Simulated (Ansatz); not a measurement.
TiO2 (Anatase):

```
Ti O
1.0
    -1.89210    1.89210    4.75730
     1.89210   -1.89210    4.75730
     1.89210    1.89210   -4.75730
Ti O
2 4
Cartesian
  0.0000 1.8921 2.3786
  0.0000 0.0000 0.0000
  0.0000 0.0000 7.5346
  0.0000 1.8921 0.3987
  0.0000 1.8921 4.3586
  0.0000 0.0000 1.9800
```

```yaml
Program: Ansatz 0.2.0
Task: relaxation of cell and atoms
Functional: PBE
Potentials_or_basis: Ansatz PAW
Cutoff: "420 eV (not typed: the program's choice for these potentials)"
k_mesh: 10 × 10 × 10
Occupations: fermi-dirac, width 0.05 eV
Spin: no spin polarisation
Hubbard_terms: Ti d U = 3 eV
```

At the start: volume 11.35 Å³/atom.

Question: Where does the relaxation end?

Answer: It ends after 10 steps and the volume is 11.82 Å³/atom (+4.1 %); space group I4_1/amd (No. 141, to 0.05 Å).

The path:
```
step  energy change (eV)  largest force (eV/Å)  volume (Å³)
   1              0.0000                0.0717        68.13
   2             -0.0463                0.0051        69.93
   3             -0.0488                0.0001        70.72
   4             -0.0488                0.0034        70.76
   5             -0.0489                0.0045        70.75
   6             -0.0630                0.0040        70.75
   7             -0.0626                0.0000        70.90
   8             -0.0633                0.0001        70.90
   9             -0.0632                0.0001        70.92
  10             -0.0633                0.0002        70.92
```

Final structure:
```xyz
6
Lattice="-1.9062 1.9062 4.8792 1.9062 -1.9062 4.8792 1.9062 1.9062 -4.8792" Properties=species:S:1:pos:R:3 pbc="T T T"
Ti    0.0000    1.9062    2.4396
Ti    0.0000    0.0000    0.0000
O     0.0000    0.0000    7.7526
O     0.0000    1.9062    0.4337
O     0.0000    1.9062    4.4455
O     0.0000    0.0000    2.0059
```

Caveat: the plane-wave basis is chosen anew once the cell has moved, so the energies of steps on either side of that aren't comparable; the pressure holds a Pulay correction of +0.7 GPa for the finite cutoff.
